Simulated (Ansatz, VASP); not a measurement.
## Se in VASP and in Ansatz

The input INCAR:

```
ALGO     = Normal         # electronic algorithm
EDIFF    = 1E-7           # SCF threshold, eV
ENCUT    = 520            # plane-wave cutoff, eV
ISIF     = 2              # what is computed and relaxed
ISMEAR   = -1             # smearing method
LASPH    = T              # aspherical terms in the spheres
LCHARG   = F              # write CHGCAR
LREAL    = F              # projectors in reciprocal space
LWAVE    = F              # write WAVECAR
NBANDS   = 16             # bands
NELM     = 60             # most SCF steps
PREC     = Accurate       # precision mode
SIGMA    = 0.03           # smearing width, eV
```

KPOINTS

```
k-points
0
Gamma
  6 6 5
```

The input POSCAR:

```
Se
1.0
    4.3661999489      0.0000000000      0.0000000000
   -2.1830999745      3.7812400738      0.0000000000
    0.0000000000      0.0000000000      5.0031360000
Se
3
Direct
    0.2254000000      0.0000000000      0.3333333333
    0.0000000000      0.2254000000      0.6666666667
    0.7746000000      0.7746000000      0.0000000000
```

Input for Ansatz:

```yaml
crystal:
  lattice:
    - [4.3661999489, 0.0, 0.0]
    - [-2.1830999745, 3.7812400738, 0.0]
    - [0.0, 0.0, 5.003136]
  atoms:
    - { symbol: Se, position: [0.2254, 0.0, 0.3333333333] }
    - { symbol: Se, position: [0.0, 0.2254, 0.6666666667] }
    - { symbol: Se, position: [0.7746, 0.7746, 0.0] }
kpoints:
  mp_grid: { grid: [6, 6, 5] }
  band_path:
    path:
      - [0.0, 0.0, 0.0]
      - [0.5, 0.0, 0.0]
      - [0.3333333333, 0.3333333333, 0.0]
      - [0.0, 0.0, 0.0]
      - [0.0, 0.0, 0.5]
      - [0.5, 0.0, 0.5]
      - [0.3333333333, 0.3333333333, 0.5]
      - [0.0, 0.0, 0.5]
      - [0.5, 0.0, 0.5]
    npoints: 5
scf:
  occupations: { method: fermi_dirac, width: 0.03 }
hamiltonian:
  xc: lda
  pseudopotentials: { kind: all_electron, lapw: { basis_error: 0.0005 } }
output:
  forces: true
  stress: true
  eigenvalues: true
```

Change from the starting cell: zz strain of +1 %.

Alike in both runs: task single point; functional LDA; k mesh 6 × 6 × 5; occupations fermi-dirac, width 0.03 eV; no spin polarisation.

|  | VASP | Ansatz |
| --- | --- | --- |
| version | VASP 6.6.1 | Ansatz 0.2.0 |
| potentials or method | VASP PAW LDA potentials, release 64 (Se) | all-electron LAPW, scalar-relativistic |
| plane-wave cutoff (eV) | 520 | see its input |

Ansatz gave:

* gap on the k mesh at the Fermi level (eV): 1.21
* pressure (GPa): -2.0
* largest component of the traceless stress (GPa): 0.38
* rms of the force components (eV/Å): 0.058

Task: Which values does VASP return?

Result: gap on the k mesh at the Fermi level (eV): 1.20; pressure (GPa): -1.8; largest component of the traceless stress (GPa): 0.46; rms of the force components (eV/Å): 0.086.

Atom by atom the forces differ by 0.028 eV/Å (rms over components). Ansatz ran all-electron here, so the differences hold the error of VASP's frozen core and of both bases.

Caveats: an odd mesh through Γ misses points on the zone boundary, where band edges often lie.
